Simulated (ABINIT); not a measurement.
**ZrN in ABINIT: the effect of dispersion**

ZrN:

```
CELL_PARAMETERS angstrom
0.00000 2.30000 2.30000
2.30000 0.00000 2.30000
2.30000 2.30000 0.00000
ATOMIC_POSITIONS crystal
Zr 0.50000 0.50000 0.50000
N 0.00000 0.00000 0.00000
```

Alike in all runs:

- Program: ABINIT 10.8.3 (patched build)
- Task: equation of state
- Functional: PBE
- Potentials or basis: JTH PAW PBE v2.0
- Cutoff: 707 eV
- k mesh: 10 × 10 × 10
- Occupations: fermi-dirac, width 0.05 eV
- Spin: no spin polarisation

```csv
dispersion,V0 of scaled cells (Å³/atom),B0 (GPa)
none,?,?
D3,11.86,263
D3(BJ),11.84,263
D2,12.09,260
```

Question: What does the run with dispersion none give?

Answer: V0 of scaled cells 12.12 Å³/atom; B0 249 GPa.

Caveats: pressures at fixed basis lie under the slope of the energies.
